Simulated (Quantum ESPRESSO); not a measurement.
Crystal: Sn.

```
Sn
1.0
     0.00000    3.23334    3.23334
     3.23334    0.00000    3.23334
     3.23334    3.23334    0.00000
Sn
2
Direct
  0.75000 0.75000 0.75000
  0.50000 0.50000 0.50000
```

This isn't the form of Sn at room conditions, which is tetragonal (white tin).

Base run:

```yaml
Program: Quantum ESPRESSO 7.5
Functional: LDA
Potentials_or_basis: SG15 PBE 1.2
Cutoff: 952 eV
Density_cutoff: 3810 eV
k_mesh: 7 × 7 × 7
Occupations: fermi-dirac, width 0.05 eV
Spin: no spin polarisation
```

Its results: band gap on the k mesh none (metal or under the smearing width); pressure -0.7 GPa.

**Question.** The run is repeated on the same cell with these changes: functional from LDA to RPBE. What comes out?

**Answer.** Band gap on the k mesh none (metal or under the smearing width); pressure 5.6 GPa.

RPBE binds less tightly than LDA, so the same cell stands under more pressure.

Caveats: the potentials were made for another functional, which shifts forces and pressure; spin-orbit coupling is left out, which moves the levels of the heavy elements.
